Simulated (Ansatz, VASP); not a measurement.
**Cross-check of Cs2ThCl6 between VASP and Ansatz**

Aim: how closely do two programs agree when they are given the same cell, functional and k mesh? The structure shown is the start of the Ansatz relaxation below; VASP solves that cell, so the two are compared at the walk's first step.

Program: Ansatz 0.2.0. Level of theory: plane waves, with VASP 6.6.1 beside it; single point at PBEsol. Results are calculated unless marked as measured.

### Step 1. The structure

It takes space group P-3m1 (No. 164, trigonal). Conventional cell: a = 7.614 Å, b = 7.614 Å, c = 6.038 Å, α = 90.00°, β = 90.00°, γ = 120.00°. Nearest to Cs lie 12 Cl at 3.62 to 3.81 Å. Th has 6 Cl at 2.81 Å nearest. Nearest to Cl lie 1 Th at 2.81 Å and 4 Cs at 3.62 to 3.81 Å. Farther neighbours and most contacts between anions are not listed.

### Step 2. Ansatz: relaxation, PBEsol

Ansatz runs on its default PAW (the set named soft_2) files.

The two programs are compared at the cell with which this relaxation starts, whose forces are those of its first step.

Input file input.yaml:

```yaml
crystal:
  lattice:
    - [7.614, 0.0, 0.0]
    - [-3.807, 6.5939174244, 0.0]
    - [0.0, 0.0, 6.038]
  atoms:
    - { symbol: Cs, position: [0.3333333333, 0.6666666667, 0.75] }
    - { symbol: Cs, position: [0.6666666667, 0.3333333333, 0.25] }
    - { symbol: Th, position: [0.0, 0.0, 0.0] }
    - { symbol: Cl, position: [0.178, 0.822, 0.256] }
    - { symbol: Cl, position: [0.178, 0.356, 0.256] }
    - { symbol: Cl, position: [0.644, 0.822, 0.256] }
    - { symbol: Cl, position: [0.822, 0.178, 0.744] }
    - { symbol: Cl, position: [0.356, 0.178, 0.744] }
    - { symbol: Cl, position: [0.822, 0.644, 0.744] }
kpoints:
  mp_grid: { grid: [3, 3, 4] }
hamiltonian:
  xc: pbesol
scf:
  occupations: { method: gaussian, width: 0.1 }
output:
  forces: true
  stress: true
  eigenvalues: true
relax:
  adjacent_minimum: "off"
  f_tol: 0.05
  max_steps: 80
  cell: { stress_tol: 0.5, fix: [volume] }
```

Command:

```
$ ansatz run input.yaml --threads 16 --pin off --max-ram 61440MiB --backend cuda --events-out ev --progress --plain --runs-dir out
```

Numbers of over 12 decimals in the logs are rounded to 6 here.

Log:

```text
The last accepted step is kept in <dir> (removed where the run ends without a failure and the disk answers)
Engine: ansatz 0.2.0, aarch64-unknown-linux-gnu
Pseudopotentials: kind: paw
Pseudopotential: Cs, paw, valence charge 9, recommended cutoff 420 eV (normal), Cs.paw.azcp
Pseudopotential: Th, paw, valence charge 12, recommended cutoff 420 eV (normal), Th.paw.azcp
Pseudopotential: Cl, paw, valence charge 7, recommended cutoff 420 eV (normal), Cl.paw.azcp
Functional definition: PBEsol
  exchange = pbesol_x
  correlation = pbesol_c
device memory: the entry about to start is reckoned to put 14.6 GiB on a device that reports 182.5 GiB free
GPU FFT provider: cuFFT
GPU libraries: cuBLAS 13.8.1, cuFFT 12.4.0, cuSOLVER 12.3.2
GPU matrix products: emulated (plane waves: as basis.precision tells), large ones in fixed point in workspaces of 1.00 GiB
Crystal: 9 atoms, lattice volume = 303.144 Å³
Basis set: ecut = 420 eV, 5871 PW (Γ), exchange–correlation on 108×108×90 points (8 copies of the dense FFT grid, shifted against one another)
Bands: 45, of which v1, the nominal top of the filled ones, is band 36 counted from 1 (35 counted from 0)
Symmetry: 12 space group operations
Space group: P-3m1 (ITA 164), of the structure as read, at distance tolerance 6.7e-5 Å
k-points: 10 of 36
Non-local potential: Cs, projectors of the file, l = 0: 3, l = 1: 2, l = 2: 2, l = 3: 2
Non-local potential: Th, projectors of the file, l = 0: 3, l = 1: 2, l = 2: 2, l = 3: 3
Non-local potential: Cl, projectors of the file, l = 0: 2, l = 1: 2, l = 2: 2
PAW form: soft (Blöchl's): semilocal exchange-correlation on the pseudo side does not see the compensation charge
[...]
k-point 1: bands = [... 32 lower, 1.8591, 2.1122, 2.1130, 2.1130, 7.0018, 7.1960, 7.1960, 7.2681, ... 5 higher]
  k-point 2: bands = [... 32 lower, 1.8774, 1.9818, 2.1175, 2.1175, 6.9864, 7.1918, 7.1918, 7.2899, ... 5 higher]
  k-point 9: bands = [... 32 lower, 1.7788, 1.8760, 2.0448, 2.0448, 7.0116, 7.2129, 7.2129, 7.2304, ... 5 higher]
--- Relaxed structure (4 steps of the walk, 4 accepted, 1 SCFs on fresh bases) ---
  F+E_penalty+E_count = -30611.97959124 eV   max|allowed force component| = 8.904e-3 eV/Å   (the final SCF, on the basis selected at the relaxed cell)
  cell:  # Å, volume = 303.1444 Å³
    - [7.616166, 0, 0]
    - [-3.808083, 6.595793, 0]
    - [0, 0, 6.034566]
  atoms:
    - { symbol: Cs, position: [0.333333, 0.666667, 0.737777] }
    - { symbol: Cs, position: [0.666667, 0.333333, 0.262223] }
    - { symbol: Th, position: [6.817529580368543e-19, 5.407742088485823e-19, 0] }
    - { symbol: Cl, position: [0.169793, 0.830207, 0.240625] }
    - { symbol: Cl, position: [0.169793, 0.339586, 0.240625] }
    - { symbol: Cl, position: [0.660414, 0.830207, 0.240625] }
    - { symbol: Cl, position: [0.830207, 0.169793, 0.759375] }
    - { symbol: Cl, position: [0.339586, 0.169793, 0.759375] }
    - { symbol: Cl, position: [0.830207, 0.660414, 0.759375] }
```

### Step 3. VASP: single point, PBEsol, start cell

The same cell, functional, mesh and smearing now go to VASP, with its own data sets.

Lines of VASP's logs that name or quote its potential files are left out, and so is its time.

Input file INCAR:

```
SYSTEM = Cs2ThCl6
PREC = Accurate
ENCUT = 400
EDIFF = 1E-06
NELM = 200
ISMEAR = 0
SIGMA = 0.1
LREAL = .FALSE.
ALGO = Normal
GGA = PS
NBANDS = 45
LASPH = .TRUE.
LORBIT = 11
LWAVE = .FALSE.
LCHARG = .FALSE.
ISIF = 2
GGA_COMPAT = .FALSE.
EFERMI = MIDGAP
LMAXMIX = 6
KPAR = 2
```

Input file POSCAR:

```
Cs2ThCl6
1.0
    7.6140000000      0.0000000000      0.0000000000
   -3.8070000000      6.5939170000      0.0000000000
    0.0000000000      0.0000000000      6.0380000000
Cs Th Cl
2 1 6
Direct
    0.3333333333      0.6666666667      0.7500000000
    0.6666666667      0.3333333333      0.2500000000
    0.0000000000      0.0000000000      0.0000000000
    0.1779999955      0.8220000045      0.2560000000
    0.1779999955      0.3559999910      0.2560000000
    0.6440000090      0.8220000045      0.2560000000
    0.8220000045      0.1779999955      0.7440000000
    0.3559999910      0.1779999955      0.7440000000
    0.8220000045      0.6440000090      0.7440000000
```

Input file KPOINTS:

```
Automatic mesh
0
Gamma
3 3 4
0 0 0
```

The projector-augmented-wave data sets are Cs_sv, Th and Cl (PBE family, release 64).

Command:

```
$ mpirun -np 2 vasp_std
```

Log:

```text
[banner, memory and clock lines left out]
running    2 mpi-ranks, on    1 nodes
 distrk:  each k-point on    1 cores,    2 groups
 distr:  one band on    1 cores,    1 groups

 POSCAR found type information on POSCAR CsThCl
 POSCAR found :  3 types and       9 ions
|                                                                             |
|               ----> ADVICE to this user running VASP <----                  |
|                                                                             |
|     You enforced a specific xc type in the INCAR file but a different       |
|     [... a line on the potential file left out ...]
|     I HOPE YOU KNOW WHAT YOU ARE DOING!                                     |
|                                                                             |

 LDA part: xc-table for (Slater+PW92), standard interpolation
 POSCAR, INCAR and KPOINTS ok, starting setup
 FFT: planning ... GRIDC
 FFT: planning ... GRID_SOFT
 FFT: planning ... GRID
 WAVECAR not read
 entering main loop
       N       E                     dE             d eps       ncg     rms          rms(c)
DAV:   1     0.555114067202E+03    0.55511E+03   -0.26434E+04   900   0.112E+03
DAV:   2     0.176691113877E+02   -0.53744E+03   -0.52822E+03  1350   0.244E+02
DAV:   3    -0.417484800657E+02   -0.59418E+02   -0.59257E+02  1128   0.930E+01
DAV:   4    -0.432964203666E+02   -0.15479E+01   -0.15451E+01  1368   0.163E+01
DAV:   5    -0.433368649361E+02   -0.40445E-01   -0.40435E-01  1480   0.220E+00    0.280E+01
DAV:   6    -0.407558654474E+02    0.25810E+01   -0.58829E+00  1333   0.987E+00    0.230E+01
DAV:   7    -0.409045094116E+02   -0.14864E+00   -0.45537E+00  1313   0.712E+00    0.132E+01
DAV:   8    -0.408959377023E+02    0.85717E-02   -0.20454E+00  1095   0.730E+00    0.163E+00
DAV:   9    -0.407827299977E+02    0.11321E+00   -0.60546E-01  1107   0.353E+00    0.991E-01
DAV:  10    -0.407806209005E+02    0.21091E-02   -0.44720E-02  1192   0.108E+00    0.128E+00
DAV:  11    -0.407807800485E+02   -0.15915E-03   -0.48278E-03  1326   0.240E-01    0.322E-01
DAV:  12    -0.407807598084E+02    0.20240E-04   -0.23885E-04  1206   0.784E-02    0.463E-01
DAV:  13    -0.407808158525E+02   -0.56044E-04   -0.35762E-04  1392   0.835E-02    0.408E-02
DAV:  14    -0.407808174972E+02   -0.16447E-05   -0.34292E-05  1208   0.224E-02    0.451E-02
DAV:  15    -0.407808183047E+02   -0.80752E-06   -0.28635E-06   960   0.766E-03
   1 F= -.40780818E+02 E0= -.40780818E+02  d E =-.425348-169
```

OUTCAR, selected parts (step 3):

```text
ion  position               nearest neighbor table
   1  0.333  0.667  0.750-
   2  0.667  0.333  0.250-
   3  0.000  0.000  0.000-   5 2.81   9 2.81   8 2.81   6 2.81   4 2.81   7 2.81
   4  0.178  0.822  0.256-   3 2.81
   5  0.178  0.356  0.256-   3 2.81
   6  0.644  0.822  0.256-   3 2.81
   7  0.822  0.178  0.744-   3 2.81
   8  0.356  0.178  0.744-   3 2.81
   9  0.822  0.644  0.744-   3 2.81

  LATTYP: Found a hexagonal cell.
 ALAT       =     7.6140000000
 C/A-ratio  =     0.7930128710

 Subroutine GETGRP returns: Found 12 space group operations
 (whereof 12 operations were pure point group operations)

The static configuration has the point symmetry D_3d.

 Found     10 irreducible k-points:

   k-points           NKPTS =     10   k-points in BZ     NKDIM =     10   number of bands    NBANDS=     45

   dimension x,y,z NGX =    50 NGY =   50 NGZ =   40
   dimension x,y,z NGXF=   100 NGYF=  100 NGZF=   80

   ENCUT  =  400.0 eV  29.40 Ry    5.42 a.u.  12.42 12.42  9.85*2*pi/ulx,y,z

   NELECT =      72.0000    total number of electrons

 k-points in reciprocal lattice and weights: Automatic mesh
   0.00000000  0.00000000  0.00000000       0.028
   0.33333333  0.00000000  0.00000000       0.167
   0.33333333  0.33333333  0.00000000       0.056
   0.00000000  0.00000000  0.25000000       0.056
   0.33333333  0.00000000  0.25000000       0.167
   0.00000000  0.33333333  0.25000000       0.167
   0.33333333  0.33333333  0.25000000       0.111
   0.00000000  0.00000000  0.50000000       0.028
   0.33333333  0.00000000  0.50000000       0.167
   0.33333333  0.33333333  0.50000000       0.056

 average (electrostatic) potential at core
       1 -48.7204       2 -48.7204       3 -64.2589       4 -93.7032       5 -93.7032
       6 -93.7032       7 -93.7032       8 -93.7032       9 -93.7032

 E-fermi :   1.5295

 k-point     1 :       0.0000    0.0000    0.0000
  band No.  band energies     occupation
    ...
     32      -0.7318      2.00000
     33      -0.7318      2.00000
     34      -0.6818      2.00000
     35      -0.6818      2.00000
     36      -0.4308      2.00000
     37       3.5097      0.00000
     38       3.6485      0.00000
     39       3.6485      0.00000
     40       3.6757      0.00000
     41       3.8894      0.00000
    ...

 k-point     2 :       0.3333    0.0000    0.0000
  band No.  band energies     occupation
    ...
     32      -0.8429      2.00000
     33      -0.8308      2.00000
     34      -0.7289      2.00000
     35      -0.6035      2.00000
     36      -0.5648      2.00000
     37       3.5262      0.00000
     38       3.6221      0.00000
     39       3.6370      0.00000
     40       3.6640      0.00000
     41       3.7862      0.00000
    ...

 k-point     3 :       0.3333    0.3333    0.0000
  band No.  band energies     occupation
    ...
     32      -1.0584      2.00000
     33      -0.8344      2.00000
     34      -0.7517      2.00000
     35      -0.7517      2.00000
     36      -0.4824      2.00000
     37       3.5345      0.00000
     38       3.6139      0.00000
     39       3.6506      0.00000
     40       3.6506      0.00000
     41       3.7970      0.00000
    ...

  Total       -6.4925138     -6.4925130     -6.3385465     -0.0000000      0.0000000      0.0000000
  in kB      -34.3142103    -34.3142059    -33.5004627     -0.0000000      0.0000000      0.0000000
  external PRESSURE =     -34.0429596 kB  Pullay stress =       0.0000000 kB

  energy-cutoff  :      400.00
  volume of cell :      303.14
      direct lattice vectors                 reciprocal lattice vectors
     7.614000000  0.000000000  0.000000000     0.131337011  0.075827463  0.000000000
    -3.807000000  6.593917000  0.000000000     0.000000000  0.151654927  0.000000000
     0.000000000  0.000000000  6.038000000     0.000000000  0.000000000  0.165617754

 POSITION                                       TOTAL-FORCE (eV/Angst)
 -----------------------------------------------------------------------------------
     -0.00000      4.39594      4.52850         0.000000     -0.000000     -0.033770
      3.80700      2.19797      1.50950         0.000000      0.000000      0.033770
      0.00000      0.00000      0.00000         0.000000      0.000000      0.000000
     -1.77406      5.42020      1.54573        -0.921299      0.531912     -0.746879
      0.00000      2.34743      1.54573        -0.000000     -1.063825     -0.746879
      1.77406      5.42020      1.54573         0.921299      0.531912     -0.746879
      5.58106      1.17372      4.49227         0.921299     -0.531912      0.746879
      2.03294      1.17372      4.49227        -0.921299     -0.531912      0.746879
      3.80700      4.24648      4.49227         0.000000      1.063825      0.746879
 -----------------------------------------------------------------------------------
    total drift:                                0.000000      0.000000     -0.000000

  FREE ENERGIE OF THE ION-ELECTRON SYSTEM (eV)
  ---------------------------------------------------
  free  energy   TOTEN  =       -40.7808183047 eV

  energy  without entropy=      -40.7808183047  energy(sigma->0) =      -40.78081830

 total charge
# of ion       s       p       d       f       tot
--------------------------------------------------
    1        1.849   4.698   0.021   0.000   6.568
    2        1.849   4.698   0.021   0.000   6.568
    3        2.102   5.835   0.713   0.435   9.085
    4        1.589   3.495   0.000   0.000   5.083
    5        1.589   3.495   0.000   0.000   5.083
    6        1.589   3.495   0.000   0.000   5.083
    7        1.589   3.495   0.000   0.000   5.083
    8        1.589   3.495   0.000   0.000   5.083
    9        1.589   3.495   0.000   0.000   5.083
--------------------------------------------------
tot         15.333  36.199   0.754   0.435  52.721

[... 3 further parts left out ...]
```

The run ends at a pressure of -3.40 GPa, with forces up to 1.3 eV/Å.

### Step 4. Comparison

Known differences besides the potentials themselves: the cutoff is 420 eV in Ansatz and 400 eV in VASP; Ansatz makes its cores anew for this functional, VASP keeps those of its PBE data sets. Total energies have different zeros and are not compared.

Forces (eV/Å; atoms numbered as in POSCAR):

```csv
atom,"Ansatz x, y, z","VASP x, y, z"
Cs1,"0.000, 0.000, -0.035","0.000, 0.000, -0.034"
Cs2,"0.000, 0.000, 0.035","0.000, 0.000, 0.034"
Th3,"0.000, 0.000, 0.000","0.000, 0.000, 0.000"
Cl4,"-0.923, 0.533, -0.751","-0.921, 0.532, -0.747"
Cl5,"0.000, -1.066, -0.751","0.000, -1.064, -0.747"
Cl6,"0.923, 0.533, -0.751","0.921, 0.532, -0.747"
Cl7,"0.923, -0.533, 0.751","0.921, -0.532, 0.747"
Cl8,"-0.923, -0.533, 0.751","-0.921, -0.532, 0.747"
Cl9,"0.000, 1.066, 0.751","0.000, 1.064, 0.747"
```

The forces differ by 2.1 meV/Å r.m.s., which is 0.3 % of the r.m.s. force of 0.613 eV/Å (both taken over all components).

### Step 5. Summary of results

- r.m.s. force difference (single point, PBEsol, start cell): 0.34 % of the r.m.s. force

In words: The r.m.s. force difference is 0.34 % of the r.m.s. force (single point, PBEsol, start cell), within the 3 % picked in this series as the mark of a large difference. How closely two codes agree says nothing of how well the functional describes the real material.

[Lines on the potential files, build, host, timing and source positions are cut from VASP's logs without a mark.]

[Logs are printed without paths, hosts, clocks, repeated set-up lines and the standing remarks that a program may print on its own settings, such as how far it seeks lower states.]

[Hosts, paths, dates, database ids (printed as entryN), source tags and the programs' standing remarks are cut or masked in the printed files.]
